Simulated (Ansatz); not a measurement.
# SiNi: which structure wins at one pressure

Aim: bring SiNi in several structures (rocksalt, CsCl, WC, NiAs, zincblende) to one pressure and rank them by enthalpy. The pressure is set by scaling the first phase. Methods of the runs shown: PAW.

Method: DFT, PBE, PAW with Ansatz's default frozen-core files, scalar-relativistic, in Ansatz 0.2.0.

**1. The system as given**

The structure is cubic, space group Fm-3m (No. 225). The conventional cell has a = 4.605 Å, b = 4.605 Å, c = 4.605 Å, α = 90.00°, β = 90.00°, γ = 90.00°. Ni (site symmetry m-3m) has 6 Si at 2.30 Å as nearest neighbours. Si (site symmetry m-3m) is surrounded by 6 Ni at 2.30 Å.

As a file:

```cif
data_structure
_symmetry_space_group_name_H-M 'P 1'
_symmetry_Int_Tables_number 1
_cell_length_a 3.2562
_cell_length_b 3.2562
_cell_length_c 3.2562
_cell_angle_alpha 60.000
_cell_angle_beta 60.000
_cell_angle_gamma 60.000
_cell_volume 24.41
loop_
_atom_site_label
_atom_site_type_symbol
_atom_site_fract_x
_atom_site_fract_y
_atom_site_fract_z
_atom_site_occupancy
Ni1 Ni 0.00000 0.00000 0.00000 1
Si1 Si 0.50000 0.50000 0.50000 1
```

Atoms are numbered in the order of the input: Ni1, Si2.

**2. Cell relaxed at zero pressure, PAW**

File input.yaml:

```yaml
crystal:
  lattice:
    - [0.0, 2.3024851496, 2.3024851496]
    - [2.3024851496, 0.0, 2.3024851496]
    - [2.3024851496, 2.3024851496, 0.0]
  atoms:
    - { symbol: Ni, position: [0.0, 0.0, 0.0] }
    - { symbol: Si, position: [0.5, 0.5, 0.5] }
kpoints:
  mp_grid: { grid: [15, 15, 15] }
scf:
  occupations: { method: fermi_dirac, width: 0.1 }
hamiltonian:
  xc: pbe
  pseudopotentials: { kind: paw }
output:
  forces: true
  stress: true
relax:
  f_tol: 0.005
  max_steps: 40
  cell: {}
```

Run with:

```bash
$ ansatz run input.yaml --threads 1 --pin off --max-ram 3584MiB --backend cpu --events-out ev --progress --plain --runs-dir out
```

Further steps of the session: Volume scaled by 0.86, to set the pressure, PAW; Rocksalt relaxed under pressure, PAW; CsCl relaxed under pressure, PAW; WC relaxed under pressure, PAW; NiAs relaxed under pressure, PAW; Zincblende relaxed under pressure, PAW.

What does the calculation give? Wanted: pressure; lowest.

As calculated:

```
    quantity                         value
    pressure                        30 GPa
lowest (PAW)  CsCl, 14.8 meV/atom under WC
```

By PAW the order is CsCl < WC < NiAs < rocksalt < zincblende. Only these structures were tried, with electrons smeared by 0.1 eV and without vibrations, so the true ground state may be another. The k meshes differ between phases and weren't tested, which can move differences by some meV. Spin polarisation is left out here, though a magnetic state may lie well lower.
